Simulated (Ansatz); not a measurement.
# Mn: band structure with r2SCAN

Crystal: Mn.

```
Mn
1.0
     2.48365    0.00000    0.00000
    -1.24182    2.15090    0.00000
     0.00000    0.00000    4.02620
Mn
2
Direct
  0.33333 0.66667 0.25000
  0.66667 0.33333 0.75000
```

This isn't the form of Mn at room conditions, which is a 58-atom cubic cell.

- Program: Ansatz 0.2.0
- Task: band structure
- Functional: r2SCAN
- Potentials or basis: Ansatz PAW
- Cutoff: 500 eV (not typed: the program's choice for these potentials)
- k mesh: 12 × 12 × 7
- Occupations: fermi-dirac, width 0.05 eV
- Spin: collinear spin, ferromagnetic start
- Starting moments: [4.0, 4.0] μB
- Path: [["G", "M", "K", "G", "A", "L", "H", "A"], ["L", "M"], ["K", "H"]]
- Points for each segment of the path: 14

```
Pressure               : 9.5 GPa
Band gap on the k mesh : none (metal or under the smearing width)
Net moment             : 0.00 μB per cell
Absolute moment        : 3.60 μB per cell
Site moments           : Mn -1.72, +1.72 μB
```

Stress tensor (GPa, compression positive):
```
 7.18  0.00  0.00
 0.00  7.18  0.00
 0.00  0.00 13.99
```

Levels at the corners of the path, in eV from the Fermi level:
Spin up:
| point | band 13 | band 14 | band 15 | band 16 | band 17 | band 18 |
| --- | --- | --- | --- | --- | --- | --- |
| Γ | -0.90 | -0.68 | -0.68 | 0.28 | 0.28 | 0.31 |
| M | -1.64 | -0.72 | -0.27 | 0.96 | 2.63 | 3.16 |
| K | -2.56 | -0.39 | 0.02 | 1.43 | 1.85 | 2.00 |
| Γ | -0.90 | -0.68 | -0.68 | 0.28 | 0.28 | 0.31 |
| A | -1.82 | -1.01 | -1.01 | -0.90 | 0.85 | 0.85 |
| L | -1.06 | 0.38 | 0.92 | 1.18 | 1.68 | 3.12 |
| H | -2.47 | -1.20 | 0.19 | 0.34 | 1.73 | 2.24 |
| A | -1.82 | -1.01 | -1.01 | -0.90 | 0.85 | 0.85 |
| L | -1.06 | 0.38 | 0.92 | 1.18 | 1.68 | 3.12 |
| M | -1.64 | -0.72 | -0.27 | 0.96 | 2.63 | 3.16 |
| K | -2.56 | -0.39 | 0.02 | 1.43 | 1.85 | 2.00 |
| H | -2.47 | -1.20 | 0.19 | 0.34 | 1.73 | 2.24 |
Spin down:
```tsv
point	band 13	band 14	band 15	band 16	band 17	band 18
Γ	-0.90	-0.68	-0.68	0.28	0.28	0.31
M	-1.64	-0.72	-0.27	0.96	2.63	3.16
K	-2.56	-0.39	0.02	1.43	1.85	2.00
Γ	-0.90	-0.68	-0.68	0.28	0.28	0.31
A	-1.82	-1.01	-1.01	-0.90	0.85	0.85
L	-1.06	0.38	0.92	1.18	1.68	3.12
H	-2.47	-1.20	0.19	0.34	1.73	2.24
A	-1.82	-1.01	-1.01	-0.90	0.85	0.85
L	-1.06	0.38	0.92	1.18	1.68	3.12
M	-1.64	-0.72	-0.27	0.96	2.63	3.16
K	-2.56	-0.39	0.02	1.43	1.85	2.00
H	-2.47	-1.20	0.19	0.34	1.73	2.24
```

Run time: 110 s on 2 threads of Intel(R) Xeon(R) Processor @ 2.50GHz (Skylake/Cascade Lake), with other jobs on the host, peak memory 0.6 GiB.

Caveat: the magnetic or orbital state may not be the lowest; the PAW data sets come from PBE, with cores solved anew for the run's functional, which leaves a small shift of forces and pressure; the starting moments weren't kept.
